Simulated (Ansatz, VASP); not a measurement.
Two plane-wave programs on CdS

```xyz
2
Lattice="0.0000 2.6698 2.6698 2.6698 0.0000 2.6698 2.6698 2.6698 0.0000" Properties=species:S:1:pos:R:3 pbc="T T T"
Cd    0.0000    0.0000    0.0000
S     2.6698    2.6698    2.6698
```

Alike in both runs: functional LDA; k mesh 16 × 16 × 16; occupations fermi-dirac, width 0.08 eV; no spin polarisation.

Ansatz relaxed the structure, and its values are those at the end. VASP's run is a single point on that final structure, the one shown.

|  | VASP | Ansatz |
| --- | --- | --- |
| version | VASP 6.6.1 | Ansatz 0.2.0 |
| potentials or method | VASP PAW LDA potentials, release 64 (Cd, S) | PAW with Ansatz's default frozen-core files, scalar-relativistic |
| plane-wave cutoff (eV) | 520 | 420 |
| valence electrons in the cell | 18 | 26 |

Ansatz gave:

- pressure (GPa): 0.0

Task: What did VASP give for the same quantities?

Result: Pressure (GPa): 0.7.

The two sets of potentials don't hold the same shells in valence.
